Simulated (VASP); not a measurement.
# SiC (F-43m) in VASP: phonons with LDA

Aim: the phonons of SiC with LDA.

Everything below comes from runs of VASP 6.6.1. Logs are shortened: lines on timing, memory, paths and dates and some standing lists are left out, and cuts for length are marked.

## Step 1: The structure

Symmetry: F-43m, No. 216, cubic system. The conventional cell has a = 4.354 Å, b = 4.354 Å, c = 4.354 Å, α = 90.00°, β = 90.00°, γ = 90.00°. Si (site symmetry -43m) is surrounded by 4 C at 1.89 Å. C (site symmetry -43m) has 4 Si at 1.89 Å as nearest neighbours.

The cell is a database's computed one.

## Step 2: Phonons, LDA

Input file POSCAR:

```
SiC
1.0
    0.0000000000      2.1769966200      2.1769966200
    2.1769966200      0.0000000000      2.1769966200
    2.1769966200      2.1769966200      0.0000000000
Si C
1 1
Direct
    0.7500000000      0.7500000000      0.7500000000
    0.0000000000      0.0000000000      0.0000000000
```

Input file INCAR.step1:

```
SYSTEM = SiC
ALGO     = Normal         ! electronic algorithm
EDIFF    = 1E-8           ! SCF threshold, eV
EDIFFG   = -0.002         ! ionic threshold
ENCUT    = 600            ! plane-wave cutoff, eV
GGA      = CA             ! functional
IBRION   = 2              ! ionic algorithm
ISIF     = 3              ! what is computed and relaxed
ISMEAR   = 0              ! smearing method
LASPH    = .True.         ! aspherical terms in the spheres
LCHARG   = .False.        ! write CHGCAR
LREAL    = .False.        ! projectors in reciprocal space
LWAVE    = .False.        ! write WAVECAR
NELM     = 100            ! most SCF steps
NSW      = 40             ! ionic steps
PREC     = Accurate       ! precision mode
SIGMA    = 0.02           ! smearing width, eV
```

Input file INCAR.step2:

```
SYSTEM = SiC
ALGO     = Normal         ! electronic algorithm
EDIFF    = 1E-8           ! SCF threshold, eV
ENCUT    = 600            ! plane-wave cutoff, eV
GGA      = CA             ! functional
IBRION   = 8              ! ionic algorithm
ISIF     = 2              ! what is computed and relaxed
ISMEAR   = 0              ! smearing method
LASPH    = .True.         ! aspherical terms in the spheres
LCHARG   = .False.        ! write CHGCAR
LREAL    = .False.        ! projectors in reciprocal space
LWAVE    = .False.        ! write WAVECAR
NELM     = 100            ! most SCF steps
NSW      = 1              ! ionic steps
PREC     = Accurate       ! precision mode
SIGMA    = 0.02           ! smearing width, eV
```

Input file KPOINTS:

```
k-points
0
Gamma
  14 14 14
  0 0 0
```

Potentials or basis: VASP PAW LDA potentials, release 64 (Si, C).

On the command line:

```
$ cat potpaw_LDA.64/Si/POTCAR potpaw_LDA.64/C/POTCAR > POTCAR
$ cp INCAR.step1 INCAR
$ mpirun -np 1 vasp_std > vasp.out
$ cp CONTCAR POSCAR
$ cp INCAR.step2 INCAR
$ mpirun -np 1 vasp_std > vasp.out
```

OUTCAR:

```text
SYSTEM = SiC
   EDIFF = 1E-8
   ENCUT = 600
   GGA = CA
   IBRION = 8
   ISIF = 2
   ISMEAR = 0
   LASPH = .True.
   LREAL = .False.
   NELM = 100
   NSW = 1
   PREC = Accurate

 ion  position               nearest neighbor table
   1  0.750  0.750  0.750-   2 1.88   2 1.88   2 1.88   2 1.88
   2  0.000  0.000  0.000-   1 1.88   1 1.88   1 1.88   1 1.88

  LATTYP: Found a face centered cubic cell.
 ALAT       =     4.3305429504

  Lattice vectors:

 A1 = (   0.0000000000,   2.1652714752,   2.1652714752)
 A2 = (   2.1652714752,   0.0000000000,   2.1652714752)
 A3 = (   2.1652714752,   2.1652714752,   0.0000000000)

Analysis of symmetry for initial positions (statically):
=====================================================================
 Subroutine PRICEL returns:
 Original cell was already a primitive cell.

 Routine SETGRP: Setting up the symmetry group for a
 face centered cubic supercell.

 Subroutine GETGRP returns: Found 24 space group operations
 (whereof 24 operations were pure point group operations)
 out of a pool of 48 trial point group operations.

The static configuration has the point symmetry T_d .

Analysis of symmetry for dynamics (positions and initial velocities):
=====================================================================
 Subroutine PRICEL returns:
 Original cell was already a primitive cell.

 Routine SETGRP: Setting up the symmetry group for a
 face centered cubic supercell.

 Subroutine GETGRP returns: Found 24 space group operations
 (whereof 24 operations were pure point group operations)
 out of a pool of 48 trial point group operations.

The dynamic configuration has the point symmetry T_d .

 Subroutine INISYM returns: Found 24 space group operations
 (whereof 24 operations are pure point group operations),
 and found     1 'primitive' translations

----------------------------------------------------------------------------------------

                                     Primitive cell

  volume of cell :      20.3033

  direct lattice vectors                    reciprocal lattice vectors
     0.000000000  2.165271475  2.165271475    -0.230917927  0.230917927  0.230917927
     2.165271475  0.000000000  2.165271475     0.230917927 -0.230917927  0.230917927
     2.165271475  2.165271475  0.000000000     0.230917927  0.230917927 -0.230917927

  length of vectors
     3.062156286  3.062156286  3.062156286     0.399961582  0.399961582  0.399961582

  position of ions in fractional coordinates (direct lattice)
     0.750000000  0.750000000  0.750000000
     0.000000000  0.000000000  0.000000000

  ion indices of the primitive-cell ions
   primitive index   ion index
                 1           1
                 2           2

----------------------------------------------------------------------------------------

 KPOINTS: k-points

Automatic generation of k-mesh.
 Grid dimensions read from file:
 generate k-points for:   14   14   14

 Generating k-lattice:

  Cartesian coordinates                     Fractional coordinates (reciprocal lattice)
    -0.016494138  0.016494138  0.016494138     0.071428571  0.000000000  0.000000000
     0.016494138 -0.016494138  0.016494138     0.000000000  0.071428571  0.000000000
     0.016494138  0.016494138 -0.016494138     0.000000000  0.000000000  0.071428571

  Length of vectors
     0.028568684  0.028568684  0.028568684

  Shift w.r.t. Gamma in fractional coordinates (k-lattice)
     0.000000000  0.000000000  0.000000000

 Subroutine IBZKPT returns following result:
 ===========================================

 Found    104 irreducible k-points:

 Following reciprocal coordinates:
            Coordinates               Weight
  0.000000  0.000000  0.000000      1.000000
  0.071429  0.000000  0.000000      8.000000
  0.142857  0.000000  0.000000      8.000000
  0.214286  0.000000  0.000000      8.000000
  0.285714  0.000000  0.000000      8.000000
  0.357143  0.000000  0.000000      8.000000
[... 16 lines left out ...]
  0.214286  0.142857  0.000000     24.000000
[... 35 lines left out ...]
   ISMEAR =     0;   SIGMA  =   0.02  broadening in eV -4-tet -1-fermi 0-gaus
   EFERMI_NEDOS =   21; number of points for ismear=-14 and -15
   IALGO  =     38    algorithm
   IMIX   =      4    mixing-type and parameters
     AMIX     =   0.40;   BMIX     =  1.00
     AMIX_MAG =   1.60;   BMIX_MAG =  1.00
  volume/ion in A,a.u.               =      10.15        68.51
  Fermi-wavevector in a.u.,A,eV,Ry     =   1.200188  2.268026 19.598516  1.440450
  Thomas-Fermi vector in A             =   2.336030
   LORBIT       =      0    0 simple, 1 ext, 2 COOP (PROOUT), +10 PAW based schemes
   GGA     = CA    functional components
   LHFCALC =     F    Hartree Fock is set to
   AEXX    =    0.0000 exact exchange contribution
   IVDW    =     0    specifies the selected vdW correction
   LEPSILON=     F    determine dielectric tensor
   LRPA    =     F    only Hartree local field effects (RPA)
 non-spin polarized calculation
 Gauss-broadening in eV      SIGMA  =   0.02
  energy-cutoff  :      600.00
  volume of cell :       20.30
 maximum number of plane-waves:       700
   NGX = 13   NGY = 13   NGZ = 13

--------------------------------------- Ionic step        1  -------------------------------------------

 number of electron       8.0000000 magnetization

 Free energy of the ion-electron system (eV)
  ---------------------------------------------------
  ext. energy  EPLUGINS =         0.00000000
  ---------------------------------------------------
  free energy    TOTEN  =       -16.64482216 eV

  energy without entropy =      -16.64482216  energy(sigma->0) =      -16.64482216

 E-fermi :   8.3583     XC(G=0): -11.6373

 val. band max:        8.2778721164   @ k =   0.0000   0.0000   0.0000
 cond. band min:       9.5668365230   @ k =   0.5000   0.5000   0.0000
 fundamental gap:      1.2889644067
 Fermi energy:         8.3582792507

 k-point     1 :       0.0000    0.0000    0.0000
  band No.  band energies     occupation
      1      -7.1864      2.00000
      2       8.2779      2.00000
      3       8.2779      2.00000
      4       8.2779      2.00000
      5      14.7933      0.00000
      6      15.6020      0.00000
      7      15.6020      0.00000
      8      15.6020      0.00000
[... 243 lines left out ...]
 k-point    24 :       0.2857    0.1429    0.0000
  band No.  band energies     occupation
      1      -5.7263      2.00000
      2       4.3342      2.00000
      3       6.7894      2.00000
      4       6.9715      2.00000
      5      13.6477      0.00000
      6      15.9967      0.00000
      7      17.0435      0.00000
      8      17.6527      0.00000

 [... further k-points ...]

------------------------ aborting loop because EDIFF is reached ----------------------------------------

  FORCE on cell =-STRESS in cart. coord.  units (eV):
  Direction    XX          YY          ZZ          XY          YZ          ZX
  --------------------------------------------------------------------------------------
  -------------------------------------------------------------------------------------
  Total       -0.0000689     -0.0000689     -0.0000689     -0.0000000      0.0000000      0.0000000
  in kB       -0.0054383     -0.0054383     -0.0054383     -0.0000000      0.0000000      0.0000000
  external PRESSURE =      -0.0054383 kB  Pullay stress =       0.0000000 kB

 VOLUME and BASIS-vectors are now :
 -----------------------------------------------------------------------------
  energy-cutoff  :      600.00
  volume of cell :       20.30
      direct lattice vectors                 reciprocal lattice vectors
     0.000000000  2.165271475  2.165271475    -0.230917927  0.230917927  0.230917927
     2.165271475  0.000000000  2.165271475     0.230917927 -0.230917927  0.230917927
     2.165271475  2.165271475  0.000000000     0.230917927  0.230917927 -0.230917927

 POSITION                                       TOTAL-FORCE (eV/Angst)
 -----------------------------------------------------------------------------------
      3.24791      3.24791      3.24791         0.000000      0.000000      0.000000
      0.00000      0.00000      0.00000        -0.000000     -0.000000     -0.000000
 -----------------------------------------------------------------------------------
    total drift:                                0.000000      0.000000      0.000000

  FREE ENERGIE OF THE ION-ELECTRON SYSTEM (eV)
  ---------------------------------------------------
  free  energy   TOTEN  =       -16.6448221599 eV

  energy  without entropy=      -16.6448221599  energy(sigma->0) =      -16.64482216

[... ionic steps 2 to 3 ...]

--------------------------------------- Ionic step        4  -------------------------------------------

------------------------ aborting loop because EDIFF is reached ----------------------------------------

[... ionic steps 5 to 6 ...]

--------------------------------------- Ionic step        7  -------------------------------------------

 Free energy of the ion-electron system (eV)
  ---------------------------------------------------
  ---------------------------------------------------
  free energy    TOTEN  =        -0.12460141 eV

  energy without entropy =       -0.12460141

------------------------ aborting loop because EDIFF is reached ----------------------------------------

 INTERNAL STRAIN TENSOR  FOR ION    2  DIRECTION 1   (eV/Angst):
 -----------------------------------------------------------------------------
    -0.00500  0.00000  0.00000
     0.00000  0.00207 -8.64079
     0.00000 -8.64079  0.00207

 INTERNAL STRAIN TENSOR FOR ION    2 for displacements in x,y,z  (eV/Angst):
          X           Y           Z          XY          YZ          ZX
  --------------------------------------------------------------------------------
  x     0.00000     0.00000     0.00000     0.00000    -8.64079     0.00000
  y     0.00000     0.00000     0.00000     0.00000     0.00000    -8.64079
  z     0.00000     0.00000     0.00000    -8.64079     0.00000     0.00000

 SECOND DERIVATIVES (NOT SYMMETRIZED)
 ------------------------------------
               1X          1Y          1Z          2X          2Y          2Z
  1X   -19.640406    0.000000    0.000000   19.640406    0.000000    0.000000
  1Y     0.000000  -19.640406    0.000000    0.000000   19.640406    0.000000
  1Z     0.000000    0.000000  -19.640406    0.000000    0.000000   19.640406
  2X    19.640306    0.000000    0.000000  -19.640306    0.000000    0.000000
  2Y     0.000000   19.640306    0.000000    0.000000  -19.640306    0.000000
  2Z     0.000000    0.000000   19.640306    0.000000    0.000000  -19.640306

 Eigenvectors and eigenvalues of the dynamical matrix
 ----------------------------------------------------

   1 f  =   23.886301 THz   150.082058 2PiTHz  796.761251 cm-1    98.785760 meV
             X         Y         Z           dx          dy          dz
      3.247907  3.247907  3.247907    -0.517393    0.172292    0.046657
      0.000000  0.000000  0.000000     0.791165   -0.263458   -0.071345
[... 21 lines left out ...]
   6 f/i=    0.000028 THz     0.000176 2PiTHz    0.000935 cm-1     0.000116 meV
             X         Y         Z           dx          dy          dz
      3.247907  3.247907  3.247907    -0.053815    0.394736   -0.736023
      0.000000  0.000000  0.000000    -0.035193    0.258143   -0.481332

--------------------------------------------------------------------------------------------------------

 ELASTIC MODULI CONTR FROM IONIC RELAXATION (kBar)
 Direction    XX          YY          ZZ          XY          YZ          ZX
 --------------------------------------------------------------------------------
 XX           0.0000      0.0000      0.0000      0.0000      0.0000      0.0000
 YY           0.0000      0.0000      0.0000      0.0000      0.0000      0.0000
 ZZ           0.0000      0.0000      0.0000      0.0000      0.0000      0.0000
 XY           0.0000      0.0000      0.0000   -275.4400      0.0000      0.0000
 YZ           0.0000      0.0000      0.0000      0.0000   -275.4400      0.0000
 ZX           0.0000      0.0000      0.0000      0.0000      0.0000   -275.4400
 --------------------------------------------------------------------------------
```

Run time: 2.4 min. Hardware: 1 thread of Intel Xeon Platinum 8259CL at 2.50GHz (Skylake/Cascade Lake), shared host; peak memory 0.32 GiB.

Results:

| Quantity | Value |
| --- | --- |
| Relaxed volume | 10.15 Å³/atom |
| Relaxed cell | a = 3.062 Å, b = 3.062 Å, c = 3.062 Å, α = 60.00°, β = 60.00°, γ = 60.00° |
| Space group after relaxing (to 0.05 Å) | F-43m (No. 216) |
| Highest phonon frequency at Γ, LO-TO splitting left out | 797 cm⁻¹ |

Step by step:
```
step  energy change (eV)  largest force (eV/Å)  pressure (GPa)  volume (Å³)
   1              0.0000                0.0000           -3.60        20.63
   2              0.0007                0.0000            4.13        19.95
   3             -0.0038                0.0000           -0.01        20.30
```

Final structure:
```xyz
2
Lattice="0.0000 2.1653 2.1653 2.1653 0.0000 2.1653 2.1653 2.1653 0.0000" Properties=species:S:1:pos:R:3 pbc="T T T"
Si    3.2479    3.2479    3.2479
C     0.0000    0.0000    0.0000
```

Phonon frequencies in cm⁻¹ (negative: imaginary):
```csv
q point,frequencies
"(0.000, 0.000, 0.000)",0 0 0 797 797 797
```
